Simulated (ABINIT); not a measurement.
TiSi2:

```xyz
6
Lattice="1.7651 -6.7593 0.0000 1.7651 6.7593 0.0000 0.0000 0.0000 3.5652" Properties=species:S:1:pos:R:3 pbc="T T T"
Ti    1.7651    5.3653    0.8913
Ti    1.7651   -5.3653    2.6739
Si    1.7651   -3.3839    0.8913
Si    1.7651    3.3839    2.6739
Si    1.7651    0.7875    0.8913
Si    1.7651   -0.7875    2.6739
```

The cell comes from a database or a generator and needn't be the stable form of this composition.

| Quantity | Value |
| --- | --- |
| Program | ABINIT 10.8.3 (patched build) |
| Task | relaxation of cell and atoms |
| Functional | PBE |
| Dispersion | D3(BJ) |
| Potentials or basis | JTH PAW PBE v2.0 |
| Cutoff | 408 eV |
| k mesh | 5 × 5 × 5 |
| Occupations | fermi-dirac, width 0.05 eV |
| Spin | no spin polarisation |

At the start: pressure -4.1 GPa; volume 14.18 Å³/atom.

Task: Where does the relaxation end?

Result: Over 8 steps the energy falls by 7.9 meV/atom and the volume is 13.70 Å³/atom (-3.4 %); space group Cmcm (No. 63, to 0.05 Å).

The path:
| step | energy change (eV) | largest force (eV/Å) | pressure (GPa) | volume (Å³) |
| --- | --- | --- | --- | --- |
| 1 | 0.0000 | 0.1904 | -4.10 | 85.07 |
| 2 | -0.0231 | 0.2123 | -2.43 | 84.01 |
| 3 | -0.0389 | 0.2200 | 0.32 | 82.34 |
| 4 | -0.0409 | 0.1922 | 0.37 | 82.26 |
| 5 | -0.0466 | 0.0480 | 0.10 | 82.13 |
| 6 | -0.0468 | 0.0327 | 0.01 | 82.17 |
| 7 | -0.0471 | 0.0040 | -0.08 | 82.20 |
| 8 | -0.0471 | 0.0086 | -0.03 | 82.18 |

Final structure:
```yaml
crystal:
  lattice:
    - [1.75163, -6.61805, 0.00000]
    - [1.75163, 6.61805, 0.00000]
    - [0.00000, 0.00000, 3.54455]
  atoms:
    - { symbol: Ti, position: [0.10211, 0.89789, 0.25000] }
    - { symbol: Ti, position: [0.89789, 0.10211, 0.75000] }
    - { symbol: Si, position: [0.75042, 0.24958, 0.25000] }
    - { symbol: Si, position: [0.24958, 0.75042, 0.75000] }
    - { symbol: Si, position: [0.43960, 0.56040, 0.25000] }
    - { symbol: Si, position: [0.56040, 0.43960, 0.75000] }
```

Caveat: the k mesh is coarse (spacing up to 0.37 Å⁻¹), so the values aren't converged; pairwise dispersion overbinds metals, which lowers pressure and volume.
